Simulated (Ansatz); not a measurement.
Planning a GW calculation on RbCl (Fm-3m).

```cif
data_structure
_symmetry_space_group_name_H-M 'P 1'
_symmetry_Int_Tables_number 1
_cell_length_a 4.6521
_cell_length_b 4.6521
_cell_length_c 4.6521
_cell_angle_alpha 60.000
_cell_angle_beta 60.000
_cell_angle_gamma 60.000
_cell_volume 71.19
loop_
_atom_site_label
_atom_site_type_symbol
_atom_site_fract_x
_atom_site_fract_y
_atom_site_fract_z
_atom_site_occupancy
Rb1 Rb 0.00000 0.00000 0.00000 1
Cl2 Cl 0.50000 0.50000 0.50000 1
```

The cell and positions come from the Crystallography Open Database and are kept as given unless a step says otherwise.

Runs so far (Ansatz 0.2.0, start PBE, PAW set soft_1 files, 4×4×4 mesh). Times are wall times on 1 × NVIDIA GB200 (shared by 2 runs) with 24 threads of Arm Neoverse V2, shared host, good to a factor of about two.

```csv
bands summed,cutoff (eV),gap on the mesh (eV),time
83,60,7.388,2.5 s
220,120,7.613,2.8 s
```

Q: What should the next rung give, with 465 bands and screening to 200 eV, and where is the limit?

The error falls about as one over the bands when the cutoff rises with them. A line through the two highest rungs given predicts 7.685 eV; the run gave 7.738 eV, a miss of 0.053 eV, so the law fails here: the steps don't follow it yet. The two highest rungs put the limit near 7.850 eV, the pair below near 7.750 eV; neither can be trusted until a further rung is run.

Gaps are over the mesh's points; an edge off the mesh would be missed. Limits: not at the basis limit; no spin-orbit coupling.

[Paths, hosts, dates, memory and timing lines, banners, echoed tables and standing remarks are left out of the program output.]

[Logs are printed without paths, hosts, clocks, repeated set-up lines and the standing remarks that a program may print on its own settings, such as how far it seeks lower states.]

[Runs of the session that timed out or met a known fault of the program may be left out.]

[Cells called generated may have been cut or substituted from an entry of the Crystallography Open Database or the Materials Project.]

[Hosts, paths, dates, database ids (printed as entryN), source tags and the programs' standing remarks are cut or masked in the printed files.]
